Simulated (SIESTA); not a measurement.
BP:

```
P B
1.0
     0.00000    2.26900    2.26900
     2.26900    0.00000    2.26900
     2.26900    2.26900    0.00000
P B
1 1
Direct
  0.75000 0.75000 0.75000
  0.00000 0.00000 0.00000
```

Base run:

```yaml
Program: SIESTA 5.4.2
Functional: PBEsol
Potentials_or_basis: PseudoDojo 0.4 standard (PBEsol files)
Basis: DZP (energy shift 0.003 Ry)
Grid_cutoff: 500 Ry
Energy_shift: 0.003 Ry
k_mesh: 10 × 10 × 10
Occupations: fermi-dirac, width 0.05 eV
Spin: no spin polarisation
```

Its results: band gap on the k mesh 1.16 eV, indirect (least direct gap 3.38 eV); pressure 1.5 GPa.

Task: The run is repeated on the same cell with these changes: functional from PBEsol to PBE; potentials or basis from PseudoDojo 0.4 standard (PBEsol files) to SG15 1.2 (PBE files) or PseudoDojo by element. What comes out?

Result: Band gap on the k mesh 1.29 eV, indirect (least direct gap 3.43 eV); pressure 3.7 GPa.

Caveats: the basis of atomic orbitals isn't converged, which shifts pressures, moduli and gaps.
